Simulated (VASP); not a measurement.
Write the native input for VASP 6.6.1 that does the following.

* Task: single point
* Functional: PBE
* Potentials or basis: VASP PAW PBE potentials, release 64 (Pt, S)
* Cutoff: 750 eV
* k mesh: 9 × 9 × 6
* Occupations: gaussian, width 0.02 eV
* Spin: spin-orbit coupling, no magnetisation
* Further INCAR settings: ALGO = Normal; EDIFF = 1e-08; NBANDS = 38

The structure of PtS2 lies in POSCAR:

```
PtS2
1.0
    3.5432000000      0.0000000000      0.0000000000
   -1.7716000000      3.0685012107      0.0000000000
    0.0000000000      0.0000000000      5.0388000000
Pt S
1 2
Direct
    0.0000000000      0.0000000000      0.0000000000
    0.6666666667      0.3333333333      0.7730000000
    0.3333333333      0.6666666667      0.2270000000
```

One way to write it, as run:

INCAR

```
SYSTEM = PtS2
ALGO = Normal ; EDIFF = 1E-8
ENCUT = 750 ; GGA = PE
GGA_COMPAT = .False. ; ISIF = 2
ISMEAR = 0 ; LASPH = .True.
LCHARG = .False. ; LMAXMIX = 4
LNONCOLLINEAR = .True. ; LORBIT = 11
LREAL = .False. ; LSORBIT = .True.
LWAVE = .False. ; MAGMOM = 0 0 0 0 0 0 0 0 0
NBANDS = 38 ; NELM = 100
PREC = Accurate ; SIGMA = 0.02
```

KPOINTS

```
k-points
0
Gamma
  9 9 6
  0 0 0
```

Potentials or basis: VASP PAW PBE potentials, release 64 (Pt, S).

The run is started by

```console
$ cat potpaw_PBE.64/Pt/POTCAR potpaw_PBE.64/S/POTCAR > POTCAR
$ mpirun -np 1 vasp_ncl > vasp.out
```

Results of the run:

| Item | Value |
| --- | --- |
| Pressure | 11.3 GPa |
| Largest force | 1.244 eV/Å |
| Valence electrons inside the program's atomic spheres | Pt 9.63; S 3.67 |

Caveat: forces of over 1 eV/Å show positions far from the minimum, so gaps and moduli don't describe the material at rest.

Run time: 3.5 min on 1 thread of Intel(R) Xeon(R) 6975P-C (Granite Rapids), with other jobs on the host, peak memory 0.6 GiB.
